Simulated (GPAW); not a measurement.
Here is a GPAW 26.7.0 calculation.

File run.py:

```python
from ase import Atoms
from ase.dft.bandgap import bandgap
from ase.io import write
from ase.units import GPa
from gpaw import GPAW, PW

atoms = Atoms(['Zn', 'Zn', 'O', 'O'],
              cell=[[3.249308, 0.0, 0.0],
                    [-1.624654, 2.8139832727, 0.0],
                    [0.0, 0.0, 5.205709]],
              scaled_positions=[[0.6666666667, 0.3333333333, 0.0],
                                [0.3333333333, 0.6666666667, 0.5],
                                [0.3333333333, 0.6666666667, 0.87901],
                                [0.6666666667, 0.3333333333, 0.37901]],
              pbc=True)

calc = GPAW(mode=PW(600),
            xc='PBE',
            kpts={'size': (8, 8, 4), 'gamma': True},
            occupations={'name': 'fermi-dirac', 'width': 0.05},
            nbands=31,
            maxiter=120,
            txt='gpaw.txt')
atoms.calc = calc
energy = atoms.get_potential_energy()
forces = atoms.get_forces()
stress = atoms.get_stress()
calc.write('gs.gpw')
write('result.traj', atoms)
print(f'Energy: {energy:.6f} eV')
print('Forces (eV/A):')
print(forces.round(4))
print('Stress (GPa):', (stress / GPa).round(3))
print('Fermi level:', round(calc.get_fermi_level(), 4), 'eV')
print(f'Gap: {bandgap(calc)[0]:.4f} eV, direct: {bandgap(calc, direct=True)[0]:.4f} eV')
```

Potentials or basis: GPAW PAW data sets (gpaw-data 1.2.1), pw.

The run is started by

```bash
$ OMP_NUM_THREADS=1 python run.py
```

Question: What does it give for the largest force?

Answer: 0.075 eV/Å.

Question: What does it give for the pressure?

Answer: 1.3 GPa.

Question: What does it give for the band gap on the k mesh?

Answer: 0.79 eV, direct.

Forces in eV/Å, atoms in the order of the input:
```
Zn   0.000  0.000 -0.071
Zn   0.000  0.000 -0.071
O    0.000  0.000  0.075
O    0.000  0.000  0.075
```

Caveat: the cutoff is short for stress and forces, so pressures can be off by a GPa or more.

**What was measured.**

From “Electronic structure of alkaline earth and post-transition metal oxides”, 2009, arxiv:0908.1581, for a bulk crystal of ZnO: band gap 3.37 eV.

Measured gap of ZnO: 3.37 eV (quoted in “Electronic structure of alkaline earth and post-transition metal oxides”, 2009, arxiv:0908.1581). This calculation gives 0.79 eV (-2.58 eV). So large a miss can be the level of theory's own, or it may mean another phase, state or a wrong row. The value is that of PBE, without temperature or zero-point motion. Semilocal functionals fall short of measured gaps as a rule.
